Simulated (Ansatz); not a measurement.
We consider α-phase Li3N, described by G0W0@HSE06 (plane waves, hard PAW, contour deformation; Ansatz, a first-principles code).

The cell has the measured lattice parameters. Conventional cell: a = 3.6520 Å, b = 3.6520 Å, c = 3.8660 Å, α = 90.00°, β = 90.00°, γ = 120.00°.

One run with a 6×6×4 mesh, response cutoff 150 eV and 342 empty bands, not extrapolated in mesh or basis; no spin–orbit coupling.

Some levels at Γ in eV, each set counted from its highest filled level:

```
row  degeneracy   HSE06  quasiparticle
---  ----------  ------  -------------
1             1  -12.53              ?
2             1   -1.38          -1.32
3             2    0.00           0.00
4             1    2.17              ?
5     1 or more    8.75              ?
```

Fill in the missing entries.


- 1, quasiparticle: -11.88
- 4, quasiparticle: 2.61
- 5, quasiparticle: 9.31

Levels within 5 meV count as one row.

Note: GW on a hybrid start was not checked against another program; cell and atoms aren't relaxed at this level.
